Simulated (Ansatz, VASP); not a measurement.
Two plane-wave programs on BaS

File INCAR:

```
PREC = Accurate
ENCUT = 520
EDIFF = 1E-7
ISMEAR = 0
SIGMA = 0.02
LREAL = False
LASPH = True
NELM = 60
ALGO = Fast
ISIF = 2
LWAVE = False
LCHARG = False
GGA = PE
NBANDS = 15
```

The input KPOINTS:

```
Automatic mesh
0
Gamma
  8 8 8
```

The input POSCAR:

```
BaS
1.0
    0.0000000000      3.2143926808      3.2143926808
    3.2143926808      0.0000000000      3.2143926808
    3.2143926808      3.2143926808      0.0000000000
Ba S
1 1
Direct
    0.0000000000      0.0000000000      0.0000000000
    0.5000000000      0.5000000000      0.5000000000
```

Input for Ansatz:

```yaml
crystal:
  lattice:
    - [0.0, 3.2143926808, 3.2143926808]
    - [3.2143926808, 0.0, 3.2143926808]
    - [3.2143926808, 3.2143926808, 0.0]
  atoms:
    - { symbol: Ba, position: [0.0, 0.0, 0.0] }
    - { symbol: S, position: [0.5, 0.5, 0.5] }
basis:
  ecutwfc: 420
kpoints:
  mp_grid: { grid: [8, 8, 8] }
  band_path: { path: [VBM, CBM], npoints: 2 }
hamiltonian:
  xc: pbe
scf:
  occupations: { method: gaussian, width: 0.02 }
output:
  forces: false
  stress: false
  eigenvalues: true
checkpoint:
  read: start.run
  write: ck
  compress: false
  write_wavefunctions: false
  write_every: 100000
```

Alike in both runs: task single point; functional PBE; k mesh 8 × 8 × 8; occupations gaussian, width 0.02 eV; no spin polarisation.

|  | VASP | Ansatz |
| --- | --- | --- |
| version | VASP 6.6.1 | Ansatz 0.2.0 |
| potentials or method | VASP PAW PBE potentials, release 64 (Ba_sv, S) | scalar-relativistic, plane waves, PAW |
| plane-wave cutoff (eV) | 520 | 420 |
| valence electrons in the cell | 16 | 16 |

|  | VASP | Ansatz | Ansatz less VASP |
| --- | --- | --- | --- |
| gap on the k mesh at the Fermi level (eV) | 2.14 | 2.23 | +0.095 |
| least direct gap on the mesh (eV) | 2.29 | 2.35 | +0.065 |

The functional is the same, so the differences come from potentials, cutoffs and numerics.

Caveats: spin-orbit coupling is left out, which moves the levels of the heavy elements. A hybrid or GW would open this gap; PBE tends to underestimate it. A k mesh can miss the band edges.
